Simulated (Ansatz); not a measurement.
Input:

```yaml
accuracy: low
crystal:
  lattice:
    - [6.98, 0.0, 0.0]
    - [0.0, 6.98, 0.0]
    - [0.0, 0.0, 6.98]
  atoms:
    - { symbol: Li, position: [0.0261657, 0.01329404, -0.02159561] }
    - { symbol: Li, position: [0.6729049, 0.10160327, -0.12476867] }
    - { symbol: Li, position: [0.05886732, 0.51497114, 0.05488535] }
    - { symbol: Li, position: [-0.02431472, 0.03583744, 0.52337135] }
    - { symbol: Li, position: [0.26787767, 0.23256908, 0.30826943] }
    - { symbol: Li, position: [0.5609809, 0.45859668, 0.03262967] }
    - { symbol: Li, position: [0.53946263, -0.03878641, 0.52180235] }
    - { symbol: Li, position: [0.74314204, 0.25953051, 0.35928101] }
    - { symbol: Li, position: [-0.00481981, 0.68466389, 0.38169464] }
    - { symbol: Li, position: [0.26355108, 0.79649015, 0.19666251] }
    - { symbol: Li, position: [0.29288937, 0.20045724, 0.72939096] }
    - { symbol: Li, position: [0.38952362, 0.53935214, 0.483229] }
    - { symbol: Li, position: [0.70636196, 0.78489822, 0.23965652] }
    - { symbol: Li, position: [0.84006901, 0.40820628, 0.67597153] }
    - { symbol: Li, position: [0.16114886, 0.70166165, 0.73766883] }
    - { symbol: Li, position: [0.66230883, 0.73610777, 0.8110331] }
basis:
  ecutwfc: 420.0
kpoints:
  mp_grid: { grid: [2, 2, 2] }
hamiltonian:
  xc: pbe
scf:
  occupations: { method: fermi_dirac, width: 0.1 }
  lower_state_search: "off"
md:
  timestep: 1.5
  n_steps: 300
  ensemble: npt_langevin
  temperature: 630.0
  initial_velocities: maxwell_boltzmann
  seed: 439051
  friction: 0.02
  pressure: 1.0
  fix_cell: []
```

Run as:

```bash
$ ansatz run input.yaml --threads 1 --pin off --max-ram 3072MiB --backend cpu --events-out ev --progress --plain --runs-dir out
```

Hardware: 1 thread of Arm Neoverse V1 (shared host).

Problem. Roughly how long does this run take, and how much memory?

Solution. 21 min, with a peak of 0.53 GiB, for 301 ionic steps.
